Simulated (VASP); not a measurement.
# SnS2 (Berndtite-2T) (P-3m1) in VASP: notebook

The runs below take SnS2 (Berndtite-2T) through relaxation of cell and atoms, with LDA, optB86b-vdW, PBEsol.

Program: VASP 6.6.1. These are calculated values, not measurements. Logs are shortened: lines on timing, memory, paths and dates and some standing lists are left out, and cuts for length are marked.

**1. Starting point**

It takes space group P-3m1 (No. 164, trigonal). Conventional cell: a = 3.639 Å, b = 3.639 Å, c = 5.868 Å, α = 90.00°, β = 90.00°, γ = 120.00°. Around Sn (site symmetry -3m) lie 6 S at 2.56 Å. Around S (site symmetry 3m) lie 3 Sn at 2.56 Å.

**2. Relaxation of cell and atoms, LDA**

INCAR

```
SYSTEM = SnS2
ALGO = Normal
EDIFF = 1E-6
EDIFFG = -0.01
ENCUT = 600
IBRION = 2
ISIF = 3
ISMEAR = 0
LASPH = .TRUE.
LCHARG = .FALSE.
LREAL = .FALSE.
LWAVE = .FALSE.
NELM = 80
NSW = 90
PREC = Accurate
SIGMA = 0.03
```

KPOINTS

```
k-points
0
G
  9 9 5
  0 0 0
```

POSCAR

```
SnS2
1.0
    3.6390000000      0.0000000000      0.0000000000
   -1.8195000000      3.1514664444      0.0000000000
    0.0000000000      0.0000000000      5.8680000000
Sn S
1 2
Direct
    0.0000000000      0.0000000000      0.0000000000
    0.3333333333      0.6666666667      0.2500000000
    0.6666666667      0.3333333333      0.7500000000
```

Potentials or basis: VASP PAW LDA potentials, release 64 (Sn_d, S).

Command:

```
cat potpaw_LDA.64/Sn_d/POTCAR potpaw_LDA.64/S/POTCAR > POTCAR
mpirun -np 1 vasp_std > vasp.out
```

OUTCAR:

```text
SYSTEM = SnS2
   EDIFF = 1E-6
   EDIFFG = -0.01
   ENCUT = 600
   IBRION = 2
   ISIF = 3
   ISMEAR = 0
   LASPH = .TRUE.
   LREAL = .FALSE.
   NELM = 80
   NSW = 90
   PREC = Accurate

 ion  position               nearest neighbor table
   1  0.000  0.000  0.000-   2 2.56   3 2.56   3 2.56   2 2.56   3 2.56   2 2.56
   2  0.333  0.667  0.250-   1 2.56   1 2.56   1 2.56
   3  0.667  0.333  0.750-   1 2.56   1 2.56   1 2.56

  LATTYP: Found a hexagonal cell.
 ALAT       =     3.6390000000
 C/A-ratio  =     1.6125309151

  Lattice vectors:

 A1 = (   3.6390000000,   0.0000000000,   0.0000000000)
 A2 = (  -1.8195000000,   3.1514664444,   0.0000000000)
 A3 = (   0.0000000000,   0.0000000000,   5.8680000000)

Analysis of symmetry for initial positions (statically):
=====================================================================
 Subroutine PRICEL returns:
 Original cell was already a primitive cell.

 Routine SETGRP: Setting up the symmetry group for a
 hexagonal supercell.

 Subroutine GETGRP returns: Found 12 space group operations
 (whereof 12 operations were pure point group operations)
 out of a pool of 24 trial point group operations.

The static configuration has the point symmetry D_3d.

Analysis of symmetry for dynamics (positions and initial velocities):
=====================================================================
 Subroutine PRICEL returns:
 Original cell was already a primitive cell.

 Routine SETGRP: Setting up the symmetry group for a
 hexagonal supercell.

 Subroutine GETGRP returns: Found 12 space group operations
 (whereof 12 operations were pure point group operations)
 out of a pool of 24 trial point group operations.

The dynamic configuration has the point symmetry D_3d.

 Subroutine INISYM returns: Found 12 space group operations
 (whereof 12 operations are pure point group operations),
 and found     1 'primitive' translations

----------------------------------------------------------------------------------------

                                     Primitive cell

  volume of cell :      67.2953

  direct lattice vectors                    reciprocal lattice vectors
     3.639000000  0.000000000  0.000000000     0.274800769  0.158656298  0.000000000
    -1.819500000  3.151466444  0.000000000     0.000000000  0.317312596  0.000000000
     0.000000000  0.000000000  5.868000000     0.000000000  0.000000000  0.170415815

  length of vectors
     3.639000000  3.639000000  5.868000000     0.317312596  0.317312596  0.170415815

  position of ions in fractional coordinates (direct lattice)
     0.000000000  0.000000000  0.000000000
     0.333333333  0.666666667  0.250000000
     0.666666667  0.333333333  0.750000000

  ion indices of the primitive-cell ions
   primitive index   ion index
                 1           1
                 2           2
                 3           3

----------------------------------------------------------------------------------------

 KPOINTS: k-points

Automatic generation of k-mesh.
 Grid dimensions read from file:
 generate k-points for:    9    9    5

 Generating k-lattice:

  Cartesian coordinates                     Fractional coordinates (reciprocal lattice)
     0.030533419  0.017628478  0.000000000     0.111111111  0.000000000  0.000000000
     0.000000000  0.035256955  0.000000000     0.000000000  0.111111111  0.000000000
     0.000000000  0.000000000  0.034083163     0.000000000  0.000000000  0.200000000

  Length of vectors
     0.035256955  0.035256955  0.034083163

  Shift w.r.t. Gamma in fractional coordinates (k-lattice)
     0.000000000  0.000000000  0.000000000

 Subroutine IBZKPT returns following result:
 ===========================================

 Found     50 irreducible k-points:

 Following reciprocal coordinates:
            Coordinates               Weight
  0.000000  0.000000  0.000000      1.000000
  0.111111  0.000000  0.000000      6.000000
  0.222222  0.000000  0.000000      6.000000
  0.333333  0.000000  0.000000      6.000000
  0.444444  0.000000  0.000000      6.000000
  0.111111  0.111111  0.000000      6.000000
[... 16 lines left out ...]
  0.222222  0.111111  0.200000     12.000000
 -0.111111  0.333333  0.200000     12.000000
 [... further k-points ...]
   k-points           NKPTS =     50   k-points in BZ     NKDIM =     50   number of bands    NBANDS=     17
   number of dos      NEDOS =    301   number of ions     NIONS =      3
   total plane-waves  NPLWV =  43200
   dimension x,y,z NGX =    30 NGY =   30 NGZ =   48
   dimension x,y,z NGXF=    60 NGYF=   60 NGZF=   96
   ions per type =               1   2
   NGX,Y,Z   is equivalent  to a cutoff of  13.71, 13.71, 13.60 a.u.
   NGXF,Y,Z  is equivalent  to a cutoff of  27.41, 27.41, 27.20 a.u.
 SYSTEM =  SnS2
   PREC   = accura    normal or accurate (medium, high low for compatibility)
   ISTART =      0    job   : 0-new  1-cont  2-samecut
   ICHARG =      2    charge: 1-file 2-atom 10-const
   ISPIN  =      1    spin polarized calculation?
   LNONCOLLINEAR =      F non collinear calculations
   LSORBIT =      F    spin-orbit coupling
   LASPH  =      T    aspherical Exc in radial PAW
   ENCUT  =  600.0 eV  44.10 Ry    6.64 a.u.   7.27  7.27 11.72*2*pi/ulx,y,z
   NELM   =     80;   NELMIN=  2; NELMDL= -5     # of ELM steps
   EDIFF  = 0.1E-05   stopping-criterion for ELM
   LREAL  =      F    real-space projection
   EDIFFG = -.1E-01   stopping-criterion for IOM
   NSW    =     90    number of steps for IOM
   IBRION =      2    ionic relax: 0-MD 1-quasi-New 2-CG
   NFREE  =      1    steps in history (QN), initial steepest desc. (CG)
   ISIF   =      3    stress and relaxation
   ISYM   =      2    0-nonsym 1-usesym 2-fastsym
   POTIM  = 0.5000    time-step for ionic-motion
   TEBEG  =    0.0;   TEEND  =   0.0 temperature during run
   PSTRESS=    0.0 pullay stress
   NELECT =      26.0000    total number of electrons
   NUPDOWN=      -1.0000    fix difference up-down
   EMIN   =  10.00;   EMAX   =-10.00  energy-range for DOS
   EFERMI =   0.00;   METHOD = LEGACY
   ISMEAR =     0;   SIGMA  =   0.03  broadening in eV -4-tet -1-fermi 0-gaus
   EFERMI_NEDOS =   21; number of points for ismear=-14 and -15
   IALGO  =     38    algorithm
   IMIX   =      4    mixing-type and parameters
     AMIX     =   0.40;   BMIX     =  1.00
     AMIX_MAG =   1.60;   BMIX_MAG =  1.00
  volume/ion in A,a.u.               =      22.43       151.38
  Fermi-wavevector in a.u.,A,eV,Ry     =   1.192352  2.253218 19.343434  1.421702
  Thomas-Fermi vector in A             =   2.328392
   LORBIT       =      0    0 simple, 1 ext, 2 COOP (PROOUT), +10 PAW based schemes
   GGA     = CA    functional components
   LHFCALC =     F    Hartree Fock is set to
   AEXX    =    0.0000 exact exchange contribution
   IVDW    =     0    specifies the selected vdW correction
   LEPSILON=     F    determine dielectric tensor
   LRPA    =     F    only Hartree local field effects (RPA)
 conjugate gradient relaxation of ions
 non-spin polarized calculation
 Gauss-broadening in eV      SIGMA  =   0.03
  energy-cutoff  :      600.00
  volume of cell :       67.30
 maximum number of plane-waves:      2297
 NGX is ok and might be reduce to    30
   NGX = 15   NGY = 15   NGZ = 23

--------------------------------------- Ionic step        1  -------------------------------------------

 number of electron      25.9999995 magnetization

 Free energy of the ion-electron system (eV)
  ---------------------------------------------------
  ext. energy  EPLUGINS =         0.00000000
  ---------------------------------------------------
  free energy    TOTEN  =       -15.06756171 eV

  energy without entropy =      -15.06756171  energy(sigma->0) =      -15.06756171

------------------------ aborting loop because EDIFF is reached ----------------------------------------

  FORCE on cell =-STRESS in cart. coord.  units (eV):
  Direction    XX          YY          ZZ          XY          YZ          ZX
  --------------------------------------------------------------------------------------
  -------------------------------------------------------------------------------------
  Total       -0.2796503     -0.2796503     -0.2926747     -0.0000000      0.0000000      0.0000000
  in kB       -6.6579572     -6.6579572     -6.9680449     -0.0000000      0.0000000      0.0000000
  external PRESSURE =      -6.7613197 kB  Pullay stress =       0.0000000 kB
[... 92 lines left out ...]
  FREE ENERGIE OF THE ION-ELECTRON SYSTEM (eV)
  ---------------------------------------------------
  free  energy   TOTEN  =       -15.0687986715 eV

  energy  without entropy=      -15.0687986715  energy(sigma->0) =      -15.06879867

[... ionic steps 4 to 10 ...]

--------------------------------------- Ionic step       11  -------------------------------------------

 number of electron      25.9999997 magnetization

------------------------ aborting loop because EDIFF is reached ----------------------------------------

  FORCE on cell =-STRESS in cart. coord.  units (eV):
  Direction    XX          YY          ZZ          XY          YZ          ZX
  --------------------------------------------------------------------------------------
  -------------------------------------------------------------------------------------
  Total       -0.1084472     -0.1084472     -0.1946265      0.0000000      0.0000000      0.0000000
  in kB       -2.6553922     -2.6553922     -4.7655433      0.0000000      0.0000000      0.0000000
  external PRESSURE =      -3.3587759 kB  Pullay stress =       0.0000000 kB
[... 59 lines left out ...]
  energy  without entropy=      -15.0727006786  energy(sigma->0) =      -15.07270068

--------------------------------------- Ionic step       13  -------------------------------------------

 number of electron      25.9999996 magnetization

 Free energy of the ion-electron system (eV)
  ---------------------------------------------------
  ext. energy  EPLUGINS =         0.00000000
  ---------------------------------------------------
  free energy    TOTEN  =       -15.07278366 eV

  energy without entropy =      -15.07278366  energy(sigma->0) =      -15.07278366

 E-fermi :   5.3371     XC(G=0): -10.2104

 val. band max:        5.2006482169   @ k =   0.0000   0.0000   0.0000
 cond. band min:       6.3324014969   @ k =   0.0000   0.4444   0.4000
 fundamental gap:      1.1317532800
 Fermi energy:         5.3370587892

 k-point     1 :       0.0000    0.0000    0.0000
  band No.  band energies     occupation
      1     -15.8626      2.00000
      2     -15.8626      2.00000
      3     -15.8120      2.00000
      4     -15.7830      2.00000
      5     -15.7830      2.00000
      6      -8.9260      2.00000
[... 9 lines left out ...]
     16      10.3803      0.00000
     17      10.3803      0.00000
[... 443 lines left out ...]
      1     -15.9075      2.00000
      2     -15.8389      2.00000
      3     -15.8068      2.00000
      4     -15.7832      2.00000
      5     -15.7617      2.00000
      6      -7.9002      2.00000
[... 9 lines left out ...]
     16      10.8550      0.00000
     17      12.0400      0.00000

 [... further k-points ...]

------------------------ aborting loop because EDIFF is reached ----------------------------------------

  FORCE on cell =-STRESS in cart. coord.  units (eV):
  Direction    XX          YY          ZZ          XY          YZ          ZX
  --------------------------------------------------------------------------------------
  -------------------------------------------------------------------------------------
  Total        0.0063894      0.0063894     -0.0040078      0.0000000      0.0000000      0.0000000
  in kB        0.1571542      0.1571542     -0.0985755      0.0000000      0.0000000      0.0000000
  external PRESSURE =       0.0719110 kB  Pullay stress =       0.0000000 kB
[... 18 lines left out ...]
  FREE ENERGIE OF THE ION-ELECTRON SYSTEM (eV)
  ---------------------------------------------------
  free  energy   TOTEN  =       -15.0727836602 eV

  energy  without entropy=      -15.0727836602  energy(sigma->0) =      -15.07278366

 reached required accuracy - stopping structural energy minimisation
```

Run time: 2.9 min. Hardware: 1 thread of Intel Xeon 6975P-C (Granite Rapids), shared host; peak memory 0.22 GiB.

Results:

- Free energy: -15.0728 eV
- Relaxed volume: 21.71 Å³/atom
- Relaxed cell: a = 3.632 Å, b = 3.632 Å, c = 5.703 Å, α = 90.00°, β = 90.00°, γ = 120.00°
- Space group after relaxing (to 0.05 Å): P-3m1 (No. 164)
- Energy gained by relaxing: 1.7 meV/atom
- Ionic steps: 13
- Pressure after relaxing: 0.0 GPa
- Largest force after relaxing: 0.004 eV/Å
- Band gap on the k mesh: 1.13 eV, indirect (least direct gap 1.63 eV)

Forces in eV/Å, atoms in the order of the input:
```
Sn   0.000  0.000  0.000
S    0.000  0.000 -0.004
S    0.000  0.000  0.004
```

The path:
| step | energy change (eV) | largest force (eV/Å) | pressure (GPa) | volume (Å³) |
| --- | --- | --- | --- | --- |
| 1 | 0.0000 | 0.0005 | -0.68 | 67.30 |
| 2 | -0.0007 | 0.1368 | 0.46 | 66.38 |
| 3 | -0.0012 | 0.0838 | 0.00 | 66.73 |
| 4 | -0.0018 | 0.0673 | 0.02 | 66.58 |
| 5 | -0.0029 | 0.0179 | 0.04 | 66.14 |
| 6 | -0.0019 | 0.0823 | 0.14 | 65.25 |
| 7 | -0.0030 | 0.0089 | 0.10 | 65.89 |
| 8 | -0.0035 | 0.0143 | 0.05 | 65.83 |
| 9 | -0.0045 | 0.0300 | -0.13 | 65.65 |
| 10 | -0.0048 | 0.0608 | -0.41 | 65.29 |
| 11 | -0.0049 | 0.0485 | -0.34 | 65.43 |
| 12 | -0.0051 | 0.0206 | 0.17 | 64.97 |
| 13 | -0.0052 | 0.0045 | 0.01 | 65.14 |

Final structure:
```xyz
3
Lattice="3.6317 0.0000 0.0000 -1.8158 3.1451 0.0000 0.0000 0.0000 5.7029" Properties=species:S:1:pos:R:3 pbc="T T T"
Sn    0.0000    0.0000    0.0000
S     0.0000    2.0967    1.4674
S     1.8158    1.0484    4.2355
```

Caveat: spin-orbit coupling is left out, which moves the levels of the heavy elements; an odd mesh through Γ misses points on the zone boundary, where band edges often lie.

**3. Relaxation of cell and atoms, LDA**

This run uses another cell than the first one, of 21.71 Å³/atom, 0.968 times its volume.

Changes to INCAR since step 2:

```diff
@@ -2,4 +2,4 @@
 ALGO = Normal
-EDIFF = 1E-6
-EDIFFG = -0.01
+EDIFF = 1E-7
+EDIFFG = -0.005
 ENCUT = 600
```

KPOINTS is that of step 2.

POSCAR

```
SnS2                                    
1.0
    3.6316759530     -0.0000000000      0.0000000000
   -1.8158379765      3.1451236336      0.0000000000
   -0.0000000000     -0.0000000000      5.7029362723
  Sn              S             
     1     2
Direct
     0.0000000000000000    0.0000000000000000    0.0000000000000000
     0.3333333332999970    0.6666666667000030    0.2573133141060909
     0.6666666667000030    0.3333333332999970    0.7426866858939091
```

Potentials or basis: VASP PAW LDA potentials, release 64 (Sn_d, S).

Command:

```
cat potpaw_LDA.64/Sn_d/POTCAR potpaw_LDA.64/S/POTCAR > POTCAR
mpirun -np 1 vasp_std > vasp.out
```

OUTCAR:

```text
SYSTEM = SnS2
   EDIFF = 1E-7
   EDIFFG = -0.005
   ENCUT = 600
   IBRION = 2
   ISIF = 3
   ISMEAR = 0
   LASPH = .TRUE.
   LREAL = .FALSE.
   NELM = 80
   NSW = 90
   PREC = Accurate

 ion  position               nearest neighbor table
   1  0.000  0.000  0.000-   2 2.56   3 2.56   2 2.56   3 2.56   3 2.56   2 2.56
   2  0.333  0.667  0.257-   1 2.56   1 2.56   1 2.56
   3  0.667  0.333  0.743-   1 2.56   1 2.56   1 2.56

  LATTYP: Found a hexagonal cell.
 ALAT       =     3.6316759530
 C/A-ratio  =     1.5703318099

  Lattice vectors:

 A1 = (   3.6316759530,   0.0000000000,   0.0000000000)
 A2 = (  -1.8158379765,   3.1451236336,   0.0000000000)
 A3 = (   0.0000000000,   0.0000000000,   5.7029362723)

Analysis of symmetry for initial positions (statically):
=====================================================================
 Subroutine PRICEL returns:
 Original cell was already a primitive cell.

 Routine SETGRP: Setting up the symmetry group for a
 hexagonal supercell.

 Subroutine GETGRP returns: Found 12 space group operations
 (whereof 12 operations were pure point group operations)
[... 172 lines left out ...]
 cond. band min:       6.3324974739   @ k =   0.0000   0.4444   0.4000
 fundamental gap:      1.1317482169
 Fermi energy:         5.3371694046

 k-point     1 :       0.0000    0.0000    0.0000
  band No.  band energies     occupation
      1     -15.8621      2.00000
      2     -15.8621      2.00000
      3     -15.8115      2.00000
      4     -15.7826      2.00000
      5     -15.7826      2.00000
      6      -8.9259      2.00000
[... 457 lines left out ...]
      4     -15.7827      2.00000
      5     -15.7612      2.00000
      6      -7.9001      2.00000
[... 9 lines left out ...]
     16      10.8551      0.00000
     17      12.0766      0.00000

 [... further k-points ...]

------------------------ aborting loop because EDIFF is reached ----------------------------------------

  FORCE on cell =-STRESS in cart. coord.  units (eV):
  Direction    XX          YY          ZZ          XY          YZ          ZX
  --------------------------------------------------------------------------------------
  -------------------------------------------------------------------------------------
  Total       -0.0010684     -0.0010684     -0.0148091      0.0000000      0.0000000      0.0000000
  in kB       -0.0262776     -0.0262776     -0.3642479      0.0000000      0.0000000      0.0000000
  external PRESSURE =      -0.1389344 kB  Pullay stress =       0.0000000 kB

 VOLUME and BASIS-vectors are now :
 -----------------------------------------------------------------------------
  energy-cutoff  :      600.00
  volume of cell :       65.14
      direct lattice vectors                 reciprocal lattice vectors
     3.631675953  0.000000000  0.000000000     0.275354964  0.158976262  0.000000000
    -1.815837976  3.145123634  0.000000000     0.000000000  0.317952525  0.000000000
     0.000000000  0.000000000  5.702936272     0.000000000  0.000000000  0.175348268

 POSITION                                       TOTAL-FORCE (eV/Angst)
 -----------------------------------------------------------------------------------
      0.00000      0.00000      0.00000        -0.000000      0.000000      0.000000
     -0.00000      2.09675      1.46744        -0.000000     -0.000000     -0.004786
      1.81584      1.04837      4.23549         0.000000      0.000000      0.004786
 -----------------------------------------------------------------------------------
    total drift:                                0.000000     -0.000000     -0.000000

  FREE ENERGIE OF THE ION-ELECTRON SYSTEM (eV)
  ---------------------------------------------------
  free  energy   TOTEN  =       -15.0726383344 eV

  energy  without entropy=      -15.0726383344  energy(sigma->0) =      -15.07263833

 reached required accuracy - stopping structural energy minimisation
```

CONTCAR:

```text
SnS2
   1.00000000000000
     3.6316759529999998    0.0000000000000000    0.0000000000000000
    -1.8158379764999999    3.1451236335999999    0.0000000000000000
     0.0000000000000000    0.0000000000000000    5.7029362722999997
  Sn              S
     1     2
Direct
     0.0000000000000000    0.0000000000000000    0.0000000000000000
     0.3333333332999970    0.6666666667000030    0.2573133141060922
     0.6666666667000030    0.3333333332999970    0.7426866858939078

  0.00000000E+00  0.00000000E+00  0.00000000E+00
  0.00000000E+00  0.00000000E+00  0.00000000E+00
  0.00000000E+00  0.00000000E+00  0.00000000E+00
```

It took 28 s on 1 thread of Intel Xeon 6975P-C (Granite Rapids), shared host; peak memory 0.2 GiB.

Results:

| Item | Value |
| --- | --- |
| Free energy | -15.0726 eV |
| Pressure after relaxing | 0.0 GPa |
| Largest force after relaxing | 0.005 eV/Å |
| Band gap on the k mesh | 1.13 eV, indirect (least direct gap 1.63 eV) |

Forces on the atoms (eV/Å):
```
Sn   0.000  0.000  0.000
S    0.000  0.000 -0.005
S    0.000  0.000  0.005
```

Final structure:
```
CELL_PARAMETERS angstrom
3.63168 0.00000 0.00000
-1.81584 3.14512 0.00000
0.00000 0.00000 5.70294
ATOMIC_POSITIONS crystal
Sn 0.00000 0.00000 0.00000
S 0.33333 0.66667 0.25731
S 0.66667 0.33333 0.74269
```

Caveat: the relaxation stopped at its first step, so nothing moved; spin-orbit coupling is left out, which moves the levels of the heavy elements; an odd mesh through Γ misses points on the zone boundary, where band edges often lie.

(Part 1 of 3 ends here.)
